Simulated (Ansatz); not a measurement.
**Ni2Ge: biaxial strain in the a-b plane**

One table from this session's results is given with a row withheld; the runs are named, their logs left out.

Computed with Ansatz 0.2.0 (DFT PBEsol, scalar-relativistic, plane waves, PAW, unless a step's input says otherwise).

2 further runs of the same task are left out: 2 set aside as unsound or not needed.

## Starting point

Symmetry: P6_3/mmc, No. 194, hexagonal system. The conventional cell has a = 3.972 Å, b = 3.972 Å, c = 5.014 Å, α = 90.00°, β = 90.00°, γ = 120.00°. Ni (site symmetry -6m2) is surrounded by 5 Ge at 2.29 to 2.51 Å and 6 Ni at 2.61 Å. Ni (site symmetry -3m) has 8 Ni at 2.51 to 2.61 Å and 6 Ge at 2.61 Å as nearest neighbours. Around Ge (site symmetry -6m2) lie 11 Ni at 2.29 to 2.61 Å.

Structure file:

```
Ni Ge
1.0
     3.97196    0.00000    0.00000
    -1.98598    3.43982    0.00000
     0.00000    0.00000    5.01406
Ni Ge
4 2
Cartesian
  1.9860 1.1466 1.2535
  0.0000 2.2932 3.7605
  0.0000 0.0000 0.0000
  0.0000 0.0000 2.5070
  1.9860 1.1466 3.7605
  0.0000 2.2932 1.2535
```

It goes back to an entry of the Materials Project, which need not be the stable form.

This cell was relaxed beforehand with the same method: volume 11.42 Å³/atom, gap on the mesh none (metal).

The unstrained cell comes from an earlier run at this level (6 atoms, E(σ→0) -31728.8870 eV, gap none (metal)).

The first run:

input.yaml

```yaml
crystal:
  lattice:
    - [3.932243212, 0.0, 0.0]
    - [-1.966121606, 3.4054225155, 0.0]
    - [0.0, 0.0, 5.0441437869]
  atoms:
    - { symbol: Ni, position: [0.6666666667, 0.3333333333, 0.25] }
    - { symbol: Ni, position: [0.3333333333, 0.6666666667, 0.75] }
    - { symbol: Ni, position: [0.0, 0.0, 0.0] }
    - { symbol: Ni, position: [0.0, 0.0, 0.5] }
    - { symbol: Ge, position: [0.6666666667, 0.3333333333, 0.75] }
    - { symbol: Ge, position: [0.3333333333, 0.6666666667, 0.25] }
basis:
  ecutwfc: 420
kpoints:
  mp_grid: { grid: [12, 12, 8] }
hamiltonian:
  xc: pbesol
scf:
  occupations: { method: gaussian, width: 0.1 }
output:
  forces: true
  stress: true
  eigenvalues: true
relax:
  adjacent_minimum: "off"
  f_tol: 0.008
  max_steps: 40
  cell: { stress_tol: 0.015, fix: [a, b, gamma] }
```

Launch:

```
ansatz run input.yaml --threads 1 --pin off --max-ram 2560MiB --backend cpu --events-out ev --progress --plain --runs-dir out
```

Among the steps run: At -1.0 %; Strain +1.0 %; Strain -2.0 %; At +2.0 %; The cell strained by -3.0 %; The cell strained by +3.0 %.

One table of the session follows, with a row left open; its other results are not shown here.

| strain (%) | ΔE (meV/atom) | a (Å) | b (Å) | c (Å) |
| --- | --- | --- | --- | --- |
| -3.0 | 30.7 | 3.853 | 3.853 | 5.144 |
| -2.0 | 13.4 | 3.893 | 3.893 | 5.095 |
| -1.0 | 3.3 | 3.932 | 3.932 | 5.052 |
| +0.0 | 0.0 | 3.972 | 3.972 | 5.014 |
| +1.0 | 3.1 | 4.012 | 4.012 | 4.981 |
| +2.0 | ? | ? | ? | ? |
| +3.0 | 26.6 | 4.091 | 4.091 | 4.925 |

**Question.** Estimate the row for strain (%) = +2.0.

Worked estimate for «ΔE (meV/atom)». A straight line through the neighbours (1.0, 3.1) and (3.0, 26.6) gives 3.1 + (26.6 − 3.1) × (2.0 − 1.0) / (3.0 − 1.0) = 14.8; a parabola fitted to 3 rows on both sides gives 12.0.

**Answer.** ΔE (meV/atom): 12.2; a (Å): 4.051; b (Å): 4.051; c (Å): 4.951. In «ΔE (meV/atom)» the line misses by +2.6 and the parabola by -0.2.

ΔE is over the unstrained cell. Stress in GPa, positive in compression, on the Cartesian axes of the input. 

Limits of these values: The final runs have no spin polarisation, so no magnetic state was tried and one may lie lower.
